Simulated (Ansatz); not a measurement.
# Thickness series of a NiSi2/ZnS/NiSi2 junction, part 4 of 6

How fast does the current through NiSi2/ZnS/NiSi2 fall with each added layer? Both electrodes are NiSi2 fluorite(111) turned by 180 degrees (type B); the barrier is ZnS zinc blende(111) (whole bilayers). In the first transport cell, after relaxation, the nearest pair of electrode and barrier is Si–S at 2.34 Å, along the normal, at the lower face and Si–Zn at 2.49 Å, along the normal, at the upper one. All share a net of side 3.84 Å, which strains the lower electrode by +0.0 % and the barrier by -0.4 %, against typed lattice constants near PBE's. The first steps treat the bulk electrodes alone.

Ansatz 0.2.0; PBE DFT, plane waves, PAW files (the session's first sound run).

So far, transmission at the Fermi level (a spin, zone mean): step 4 (the open system: T(E)) 0.00404.

## 5. Conductance on a fine mesh, atomic planes in the barrier 4, gap between the electrodes 8.81 Å

Level of this step: PBE DFT, plane waves, PAW files; ballistic transmission by layer matching between semi-infinite leads (Ansatz).

System of this step: NiSi2/ZnS/NiSi2. The cell holds 54 atoms: 34 Si, 16 Ni, 2 S and 2 Zn. Cell: a = 3.840 Å, b = 3.840 Å, c = 73.396 Å, α = 90.0°, β = 90.0°, γ = 120.0°. Regions: left electrode, 25 atoms (17 Si and 8 Ni); barrier, 4 atoms (2 S and 2 Zn); right electrode, 25 atoms (17 Si and 8 Ni). Vacuum lies along c.

The conductance needs T(E) within ten thermal energies of the Fermi level, on steps under 1.5 kT, and a finer mesh (24×24), since the current can rest on few wavevectors.

input.yaml reads:

```yaml
crystal:
  lattice:
    - [3.84, 0.0, 0.0]
    - [-1.92, 3.3255375505, 0.0]
    - [0.0, 0.0, 73.3964756682]
  atoms:
    - { symbol: Si, position: [0.0, 0.0, 0.0953724268] }
    - { symbol: Si, position: [0.33333333, 0.66666667, 0.1166502486] }
    - { symbol: Ni, position: [0.0, 0.0, 0.1275569712] }
    - { symbol: Si, position: [0.66666667, 0.33333333, 0.1384636938] }
    - { symbol: Si, position: [0.0, 0.0, 0.1597415156] }
    - { symbol: Ni, position: [0.66666667, 0.33333333, 0.1706482382] }
    - { symbol: Si, position: [0.33333333, 0.66666667, 0.1815549608] }
    - { symbol: Si, position: [0.66666667, 0.33333333, 0.2028327827] }
    - { symbol: Ni, position: [0.33333333, 0.66666667, 0.2137395053] }
    - { symbol: Si, position: [0.0, 0.0, 0.2246462279] }
    - { symbol: Si, position: [0.33333333, 0.66666667, 0.2459240497] }
    - { symbol: Ni, position: [0.0, 0.0, 0.2568307723] }
    - { symbol: Si, position: [0.66666667, 0.33333333, 0.2677374949] }
    - { symbol: Si, position: [0.0, 0.0, 0.2890153167] }
    - { symbol: Ni, position: [0.66666667, 0.33333333, 0.2999220393] }
    - { symbol: Si, position: [0.33333333, 0.66666667, 0.3108287619] }
    - { symbol: Si, position: [0.66666667, 0.33333333, 0.3321065838] }
    - { symbol: Ni, position: [0.33333333, 0.66666667, 0.3430133064] }
    - { symbol: Si, position: [0.0, 0.0, 0.353920029] }
    - { symbol: Si, position: [0.33333333, 0.66666667, 0.3751978508] }
    - { symbol: Ni, position: [0.0, 0.0, 0.3861045734] }
    - { symbol: Si, position: [0.66666667, 0.33333333, 0.397011296] }
    - { symbol: Si, position: [0.0, 0.0, 0.4182891179] }
    - { symbol: Ni, position: [0.66666667, 0.33333333, 0.4291958404] }
    - { symbol: Si, position: [0.33333333, 0.66666667, 0.4406865705] }
    - { symbol: S, position: [0.33333333, 0.66666667, 0.4726155871] }
    - { symbol: Zn, position: [0.66666667, 0.33333333, 0.483544804] }
    - { symbol: S, position: [0.66666667, 0.33333333, 0.5153945321] }
    - { symbol: Zn, position: [0.0, 0.0, 0.5267656922] }
    - { symbol: Si, position: [0.0, 0.0, 0.5607047212] }
    - { symbol: Ni, position: [0.66666667, 0.33333333, 0.5708041596] }
    - { symbol: Si, position: [0.33333333, 0.66666667, 0.5817108821] }
    - { symbol: Si, position: [0.66666667, 0.33333333, 0.602988704] }
    - { symbol: Ni, position: [0.33333333, 0.66666667, 0.6138954266] }
    - { symbol: Si, position: [0.0, 0.0, 0.6248021492] }
    - { symbol: Si, position: [0.33333333, 0.66666667, 0.646079971] }
    - { symbol: Ni, position: [0.0, 0.0, 0.6569866936] }
    - { symbol: Si, position: [0.66666667, 0.33333333, 0.6678934162] }
    - { symbol: Si, position: [0.0, 0.0, 0.6891712381] }
    - { symbol: Ni, position: [0.66666667, 0.33333333, 0.7000779607] }
    - { symbol: Si, position: [0.33333333, 0.66666667, 0.7109846833] }
    - { symbol: Si, position: [0.66666667, 0.33333333, 0.7322625051] }
    - { symbol: Ni, position: [0.33333333, 0.66666667, 0.7431692277] }
    - { symbol: Si, position: [0.0, 0.0, 0.7540759503] }
    - { symbol: Si, position: [0.33333333, 0.66666667, 0.7753537721] }
    - { symbol: Ni, position: [0.0, 0.0, 0.7862604947] }
    - { symbol: Si, position: [0.66666667, 0.33333333, 0.7971672173] }
    - { symbol: Si, position: [0.0, 0.0, 0.8184450392] }
    - { symbol: Ni, position: [0.66666667, 0.33333333, 0.8293517618] }
    - { symbol: Si, position: [0.33333333, 0.66666667, 0.8402584844] }
    - { symbol: Si, position: [0.66666667, 0.33333333, 0.8615363062] }
    - { symbol: Ni, position: [0.33333333, 0.66666667, 0.8724430288] }
    - { symbol: Si, position: [0.0, 0.0, 0.8833497514] }
    - { symbol: Si, position: [0.33333333, 0.66666667, 0.9046275732] }
kpoints:
  mp_grid: { grid: [8, 8, 1] }
scf:
  occupations: { method: fermi_dirac, width: 0.1 }
  max_iter: 150
hamiltonian:
  xc: pbe
output:
  transmission:
    kmesh: [24, 24]
    e_range: [-0.26, 0.27]
    de: 0.0375
    leads: [[10, 13], [40, 43]]
```

On the command line:

```console
$ ansatz run input.yaml --threads 8 --pin off --max-ram 24576MiB --backend cpu --events-out ev --progress --plain --runs-dir out
```

Numbers of over 12 decimals in the logs are rounded to 6 here.

Output:

```text
[...]
Crystal: 54 atoms, lattice volume = 937.278 Å³
Basis set: ecut = 420 eV, 18269 PW (Γ)
Bands: 284, of which v1, the nominal top of the filled ones, is band 230 counted from 1 (229 counted from 0)
Symmetry: 6 space group operations
[...]
k-points: 10 of 64 (time reversal used)
[...]
SCF iter   1: F=—  HF=-123512.476471 eV  |F-HF|=—  |Δ(HF+E_count)|=         —  Δρ=1.50e-2  dr2=9.47e1  ethr=1.77e-3  ⟨swp⟩=9.1  Hψ=14555  notcnv=0  defer=96
[...]
SCF iter  11: F=-123512.032497 eV  HF=-123512.032497 eV  |F-HF|=2.48e-8  |Δ(HF+E_count)|=   2.09e-7  Δρ=2.79e-6  dr2=7.84e-8  ethr=2.17e-11  ⟨swp⟩=2.0  Hψ=7274  notcnv=0
SCF 1 converged in 11 iterations: F = -123512.032497 eV  dr2 = 7.84e-8
[...]
transmission: 310 of 2989 steps passed
transmission: 604 of 2989 steps passed
[...]
transmission: 2989 of 2989 steps passed
SCF converged after 11 iterations
Free energy (F): -123512.032497 eV
[...]
Internal energy: -123511.556217 eV  (E = F + TS)
E sigma→0 (E₀):  -123511.794357 eV
Entropy (-TS):   -0.476280 eV (-8.820 meV/atom)
Fermi energy:    8.781151 eV
[...]
--- Band table (eV; the first three rows and the last of 10) ---
  k-point 0: bands = [... 226 lower, 9.8493, 9.9144, 10.0075, 10.0075, 10.0287, 10.0287, 10.0424, 10.1790, ... 50 higher]
  k-point 1: bands = [... 226 lower, 9.4577, 9.5271, 9.5538, 9.5798, 9.6092, 9.6597, 9.6725, 9.7207, ... 50 higher]
  k-point 2: bands = [... 226 lower, 8.5804, 8.5830, 8.7138, 8.7384, 8.8683, 8.8981, 8.9118, 8.9937, ... 50 higher]
  k-point 9: bands = [... 226 lower, 7.4660, 7.4689, 7.5908, 7.7916, 8.1106, 8.1934, 8.1949, 9.1659, ... 50 higher]
--- Transmission ---
  basis      : 109 plane waves across, 49 finite elements along
  points     : 61, standing for a mesh of 24 x 24
  filling    : by the input's occupations and mesh, since the crystals that have channels conduct as metals do. If one of these is a semiconductor, that mesh has misplaced its level
[...]
filled         : 21.2 meV under the level at which it is neutral
    channels       : 1.060764e0 a spin
    conductance    : 6.3029e14 S/m² at 300 K; may be off by some 0.0 % by where its bands' edges are placed, 5.6 % from the k-mesh, 1.1 % from the distance to neutral
    slowest decay  : 0.0357 /Å at (0.2083, 0.1667)
[...]
filled         : 18.0 meV under the level at which it is neutral
    channels       : 1.039931e0 a spin
[...]
slowest decay  : 0.0377 /Å at (0.2083, 0.1667)
  junction   : crystal 0 to crystal 1, 20.43 to 52.96 Å
    transmission   : 2.172211e-2 a spin
    conductance    : 1.4448e13 S/m² at 300 K (1.6858e13 on every other point, 1.4276e13 on every other energy)
    error estimate : 1.2 % from the energy spacing and 2.1 % from band edges of the leads and from resonances (wavevectors taken as independent; lower de), 17.8 % from the k-mesh, 19.1 % from the steps of its leads' Hamiltonians or their offsets (lay more layers), 1.9 % from the distance to neutral
    resistance     : 6.7630e-2 Ω µm² beyond half of each lead's own
```

Run time: 3.5 min. Hardware: 8 threads of Arm Neoverse V2, shared host; peak memory 9.4 GiB.

This step gave:

```
free energy                                         : -123512.0325 eV
Fermi energy                                        : 8.781 eV
transmission at the Fermi level (a spin, zone mean) : 0.02172
channels of the lower lead                          : 1.061
channels of the upper lead                          : 1.040
potential step in the lower lead                    : 9.9 meV
ballistic conductance of the lower lead             : 6.30e14 S/m²
ballistic conductance of the upper lead             : 6.31e14 S/m²
junction conductance                                : 1.44e13 S/m²
error estimates by source, in the log's order       : 1.2, 2.1, 17.8, 19.1, 1.9 %
resistance-area product beyond the leads            : 0.06763 Ω um²
```

One spin. Transmission, zone mean against energy, zero at the Fermi level:

```tsv
energy (eV)	transmission, zone mean
-0.260	0.0153
-0.223	0.0166
-0.185	0.0197
-0.147	0.0262
-0.110	0.0259
-0.072	0.0271
-0.035	0.0228
0.003	0.0217
0.040	0.0255
0.077	0.0258
0.115	0.0288
0.152	0.0330
0.190	0.0330
0.228	0.0395
0.265	0.0366
```

One spin. Table of open channels, zone mean by energy, zero at the Fermi level:

```tsv
energy (eV)	lower lead	upper lead
-0.260	0.821	0.842
-0.223	0.852	0.852
-0.185	0.915	0.915
-0.147	0.925	0.967
-0.110	1.01	1.01
-0.072	1.03	1.01
-0.035	1.03	1.01
0.003	1.06	1.04
0.040	1.06	1.06
0.077	1.08	1.08
0.115	1.13	1.15
0.152	1.15	1.15
0.190	1.19	1.19
0.228	1.26	1.26
0.265	1.28	1.28
```

Transmission over k1 and k2. At 0.0025 eV from the Fermi level.

Ten even steps from '0' (0.000) to '9' (0.165):
```
000000000000000000000000
000230000032000000000000
002910000001920000000000
003110000000113000000000
000000100001000000000000
000001111111110000000000
000000135005310000000000
000000158616851000000000
000000106888860100000000
003000101888881010003000
002101156880088651101200
000910138880008883101900
000210115688008865110120
000030001018888810100030
000000000106888860100000
000000000015861685100000
000000000001350053100000
000000000001111111110000
000000000000010000100000
000000000031100000001130
000000000002910000001920
000000000000023000003200
000000000000000000000000
000000000000000000000000
```
Columns: k1 (b1) from -0.5 to 0.458; rows upwards: k2 (b2) from -0.5 to 0.458.

G = 1.4e13 S/m² (1/G = 0.0692 Ω µm²). The largest error estimate is 19 %, from the leads' potential steps. In the worse lead the potential repeats within 10 meV, which the program lets pass, though it still puts 19 % of error on the junction's conductance through them. By hand, Landauer's formula with T at one energy: G = (e²/h) ΣT / A = 3.874e-5 S × 0.0434 / 12.77 Å² = 1.3e13 S/m², with T summed over both spins. The printed value averages T over the Fermi window and is 1.1 times this.

## 6. Conductance, 56 atoms

System of this step: NiSi2/ZnS/NiSi2. The cell holds 56 atoms: 34 Si, 16 Ni, 3 S and 3 Zn. Its edges and angles: a = 3.840 Å, b = 3.840 Å, c = 76.548 Å, α = 90.0°, β = 90.0°, γ = 120.0°. Regions: left electrode, 25 atoms (17 Si and 8 Ni); barrier, 6 atoms (3 S and 3 Zn); right electrode, 25 atoms (17 Si and 8 Ni). Vacuum lies along c.

Barrier layers are added or taken out in the middle, and the relaxed faces stay.

input.yaml reads:

```yaml
crystal:
  lattice:
    - [3.84, 0.0, 0.0]
    - [-1.92, 3.3255375505, 0.0]
    - [0.0, 0.0, 76.5480132618]
  atoms:
    - { symbol: Si, position: [0.0, 0.0, 0.0914458743] }
    - { symbol: Si, position: [0.33333333, 0.66666667, 0.1118476727] }
    - { symbol: Ni, position: [0.0, 0.0, 0.1223053576] }
    - { symbol: Si, position: [0.66666667, 0.33333333, 0.1327630424] }
    - { symbol: Si, position: [0.0, 0.0, 0.1531648408] }
    - { symbol: Ni, position: [0.66666667, 0.33333333, 0.1636225257] }
    - { symbol: Si, position: [0.33333333, 0.66666667, 0.1740802105] }
    - { symbol: Si, position: [0.66666667, 0.33333333, 0.1944820089] }
    - { symbol: Ni, position: [0.33333333, 0.66666667, 0.2049396938] }
    - { symbol: Si, position: [0.0, 0.0, 0.2153973786] }
    - { symbol: Si, position: [0.33333333, 0.66666667, 0.235799177] }
    - { symbol: Ni, position: [0.0, 0.0, 0.2462568619] }
    - { symbol: Si, position: [0.66666667, 0.33333333, 0.2567145468] }
    - { symbol: Si, position: [0.0, 0.0, 0.2771163451] }
    - { symbol: Ni, position: [0.66666667, 0.33333333, 0.28757403] }
    - { symbol: Si, position: [0.33333333, 0.66666667, 0.2980317149] }
    - { symbol: Si, position: [0.66666667, 0.33333333, 0.3184335133] }
    - { symbol: Ni, position: [0.33333333, 0.66666667, 0.3288911981] }
    - { symbol: Si, position: [0.0, 0.0, 0.339348883] }
    - { symbol: Si, position: [0.33333333, 0.66666667, 0.3597506814] }
    - { symbol: Ni, position: [0.0, 0.0, 0.3702083662] }
    - { symbol: Si, position: [0.66666667, 0.33333333, 0.3806660511] }
    - { symbol: Si, position: [0.0, 0.0, 0.4010678495] }
    - { symbol: Ni, position: [0.66666667, 0.33333333, 0.4115255343] }
    - { symbol: Si, position: [0.33333333, 0.66666667, 0.4225431826] }
    - { symbol: S, position: [0.33333333, 0.66666667, 0.4531576583] }
    - { symbol: Zn, position: [0.66666667, 0.33333333, 0.4636369114] }
    - { symbol: S, position: [0.66666667, 0.33333333, 0.4941753629] }
    - { symbol: Zn, position: [0.0, 0.0, 0.5048080598] }
    - { symbol: S, position: [0.0, 0.0, 0.535346093] }
    - { symbol: Zn, position: [0.33333333, 0.66666667, 0.5462490941] }
    - { symbol: Si, position: [0.33333333, 0.66666667, 0.5787908285] }
    - { symbol: Ni, position: [0.0, 0.0, 0.5884744657] }
    - { symbol: Si, position: [0.66666667, 0.33333333, 0.5989321505] }
    - { symbol: Si, position: [0.0, 0.0, 0.6193339489] }
    - { symbol: Ni, position: [0.66666667, 0.33333333, 0.6297916338] }
    - { symbol: Si, position: [0.33333333, 0.66666667, 0.6402493186] }
    - { symbol: Si, position: [0.66666667, 0.33333333, 0.660651117] }
    - { symbol: Ni, position: [0.33333333, 0.66666667, 0.6711088019] }
    - { symbol: Si, position: [0.0, 0.0, 0.6815664867] }
    - { symbol: Si, position: [0.33333333, 0.66666667, 0.7019682851] }
    - { symbol: Ni, position: [0.0, 0.0, 0.71242597] }
    - { symbol: Si, position: [0.66666667, 0.33333333, 0.7228836549] }
    - { symbol: Si, position: [0.0, 0.0, 0.7432854532] }
    - { symbol: Ni, position: [0.66666667, 0.33333333, 0.7537431381] }
    - { symbol: Si, position: [0.33333333, 0.66666667, 0.764200823] }
    - { symbol: Si, position: [0.66666667, 0.33333333, 0.7846026214] }
    - { symbol: Ni, position: [0.33333333, 0.66666667, 0.7950603062] }
    - { symbol: Si, position: [0.0, 0.0, 0.8055179911] }
    - { symbol: Si, position: [0.33333333, 0.66666667, 0.8259197895] }
    - { symbol: Ni, position: [0.0, 0.0, 0.8363774743] }
    - { symbol: Si, position: [0.66666667, 0.33333333, 0.8468351592] }
    - { symbol: Si, position: [0.0, 0.0, 0.8672369576] }
    - { symbol: Ni, position: [0.66666667, 0.33333333, 0.8776946424] }
    - { symbol: Si, position: [0.33333333, 0.66666667, 0.8881523273] }
    - { symbol: Si, position: [0.66666667, 0.33333333, 0.9085541257] }
kpoints:
  mp_grid: { grid: [8, 8, 1] }
scf:
  occupations: { method: fermi_dirac, width: 0.1 }
  max_iter: 150
hamiltonian:
  xc: pbe
output:
  transmission:
    kmesh: [24, 24]
    e_range: [-0.26, 0.27]
    de: 0.0375
    leads: [[10, 13], [42, 45]]
```

Output:

```text
[...]
Crystal: 56 atoms, lattice volume = 977.523 Å³
Basis set: ecut = 420 eV, 19059 PW (Γ)
Bands: 295, of which v1, the nominal top of the filled ones, is band 239 counted from 1 (238 counted from 0)
Symmetry: 6 space group operations
[...]
k-points: 10 of 64 (time reversal used)
[...]
SCF iter   1: F=—  HF=-127735.181247 eV  |F-HF|=—  |Δ(HF+E_count)|=         —  Δρ=1.45e-2  dr2=9.57e1  ethr=1.77e-3  ⟨swp⟩=9.5  Hψ=15335  notcnv=0  defer=101
[...]
SCF iter  11: F=-127734.748066 eV  HF=-127734.748066 eV  |F-HF|=9.04e-9  |Δ(HF+E_count)|=   4.31e-7  Δρ=1.92e-6  dr2=4.28e-8  ethr=2.09e-11  ⟨swp⟩=16.3  Hψ=14459  notcnv=0
SCF 1 converged in 11 iterations: F = -127734.748066 eV  dr2 = 4.28e-8
[...]
transmission: 356 of 3538 steps passed
transmission: 712 of 3538 steps passed
[...]
transmission: 3538 of 3538 steps passed
SCF converged after 11 iterations
Free energy (F): -127734.748066 eV
[...]
Internal energy: -127734.271238 eV  (E = F + TS)
E sigma→0 (E₀):  -127734.509652 eV
Entropy (-TS):   -0.476828 eV (-8.515 meV/atom)
Fermi energy:    8.707881 eV
[...]
--- Band table (eV; the first three rows and the last of 10) ---
  k-point 0: bands = [... 235 lower, 9.7711, 9.8118, 9.9348, 9.9348, 9.9462, 9.9519, 9.9519, 10.0642, ... 52 higher]
  k-point 1: bands = [... 235 lower, 9.3870, 9.4513, 9.4787, 9.5076, 9.5308, 9.5848, 9.5957, 9.6416, ... 52 higher]
  k-point 2: bands = [... 235 lower, 8.5017, 8.5059, 8.6408, 8.6625, 8.7963, 8.8280, 8.8311, 8.9166, ... 52 higher]
  k-point 9: bands = [... 235 lower, 7.3925, 7.3953, 7.5586, 7.6819, 8.0448, 8.1199, 8.1213, 9.0903, ... 52 higher]
--- Transmission ---
  basis      : 109 plane waves across, 58 finite elements along
  points     : 61, standing for a mesh of 24 x 24
[...]
filled         : 20.6 meV under the level at which it is neutral
    channels       : 1.060764e0 a spin
[...]
slowest decay  : 0.0362 /Å at (0.2083, 0.1667)
[...]
filled         : 17.8 meV under the level at which it is neutral
    channels       : 1.039931e0 a spin
[...]
slowest decay  : 0.0380 /Å at (0.2083, 0.1667)
  junction   : crystal 0 to crystal 1, 20.43 to 56.12 Å
    transmission   : 4.215187e-3 a spin
[...]
resistance     : 3.5529e-1 Ω µm² beyond half of each lead's own
```

Wall time 4.6 min (8 threads); peak memory 9.8 GiB.

Numbers from this step:

| Property | Result |
| --- | --- |
| free energy | -127734.7481 eV |
| Fermi energy | 8.708 eV |
| transmission at the Fermi level (a spin, zone mean) | 0.004215 |
| potential step in the lower lead | 10.2 meV |
| junction conductance | 2.80e12 S/m² |
| error estimates by source, in the log's order | 0.1, 2, 16.2, 24.5, 0.2 % |
| resistance-area product beyond the leads | 0.3553 Ω um² |

One spin. Table of transmission, zone mean by energy, zero at the Fermi level:

```tsv
energy (eV)	transmission, zone mean
-0.260	0.00389
-0.223	0.00364
-0.185	0.00557
-0.147	0.00457
-0.110	0.00543
-0.072	0.00695
-0.035	0.00501
0.003	0.00422
0.040	0.00450
0.077	0.00508
0.115	0.00537
0.152	0.00619
0.190	0.00689
0.228	0.00944
0.265	0.00893
```

One spin. Table of open channels, zone mean by energy, zero at the Fermi level:

```tsv
energy (eV)	lower lead	upper lead
-0.260	0.842	0.842
-0.223	0.852	0.852
-0.185	0.915	0.915
-0.147	0.967	0.967
-0.110	1.01	1.01
-0.072	1.01	1.01
-0.035	1.01	1.01
0.003	1.06	1.04
0.040	1.06	1.06
0.077	1.08	1.08
0.115	1.15	1.15
0.152	1.15	1.15
0.190	1.19	1.19
0.228	1.26	1.26
0.265	1.28	1.28
```

Transmission over k1 and k2. At 0.0025 eV from the Fermi level; zeros and values more than six decades under the largest are shown at that floor.

log10 of the mean of each cell; the least values stand at a floor. Values, 12 rows by 16 columns:
```
-3.6 -2.9 -2.3 -3.3 -7.3 -7.3 -3.0 -2.3 -2.9 -3.7 -4.9 -6.0 -7.3 -7.3 -5.3 -5.1
-3.3 -2.2 -2.5 -3.6 -3.1 -3.9 -3.2 -3.3 -2.3 -2.5 -3.3 -5.6 -7.3 -7.3 -7.3 -5.7
-7.3 -4.8 -3.4 -2.7 -2.4 -2.7 -2.8 -2.5 -2.6 -2.8 -4.5 -7.3 -7.3 -7.3 -7.3 -7.3
-5.5 -7.3 -3.9 -2.9 -2.3 -1.8 -2.0 -1.9 -1.8 -2.4 -3.4 -5.1 -7.3 -5.5 -5.7 -5.7
-3.2 -3.0 -3.3 -2.8 -2.7 -2.0 -1.4 -1.4 -1.4 -1.9 -2.7 -2.8 -3.2 -3.0 -3.3 -4.4
-3.7 -2.2 -2.5 -2.7 -2.2 -1.7 -1.4 -1.8 -2.1 -1.5 -1.6 -2.0 -2.5 -3.5 -2.1 -3.2
-4.0 -3.5 -2.3 -3.3 -2.5 -2.2 -1.8 -1.5 -1.6 -1.4 -1.5 -2.0 -2.5 -2.7 -2.6 -2.5
-4.2 -5.0 -3.5 -3.6 -3.9 -3.6 -2.8 -1.9 -1.5 -1.6 -1.6 -1.9 -2.8 -3.4 -4.7 -3.3
-7.3 -7.3 -7.3 -7.3 -7.3 -7.3 -3.0 -2.5 -2.1 -2.4 -2.4 -2.2 -2.4 -2.7 -4.9 -7.3
-5.5 -7.3 -7.3 -7.3 -7.3 -5.5 -3.1 -3.3 -2.9 -2.6 -3.4 -2.9 -2.6 -3.4 -3.4 -3.1
-3.9 -5.4 -7.3 -7.3 -7.3 -5.7 -3.5 -2.3 -2.2 -2.5 -4.5 -7.3 -4.4 -3.2 -2.0 -2.5
-4.5 -4.1 -4.2 -5.8 -7.3 -5.3 -4.0 -4.1 -3.6 -3.2 -3.3 -5.8 -7.3 -3.3 -3.2 -3.5
```
Columns: k1 (b1) from -0.5 to 0.458; rows upwards: k2 (b2) from -0.5 to 0.458.

G = 2.8e12 S/m² (1/G = 0.357 Ω µm²), 0.19 times the step before of this kind. The largest error estimate is 24 %, from the leads' potential steps. In the worse lead the potential repeats within 10 meV, which the program lets pass, though it still puts 24 % of error on the junction's conductance through them.

(Continued in part 5 of 6.)

[Logs are printed without paths, hosts, clocks, repeated set-up lines and the standing remarks that a program may print on its own settings, such as how far it seeks lower states.]

[Hosts, paths, dates, database ids (printed as entryN), source tags and the programs' standing remarks are cut or masked in the printed files.]
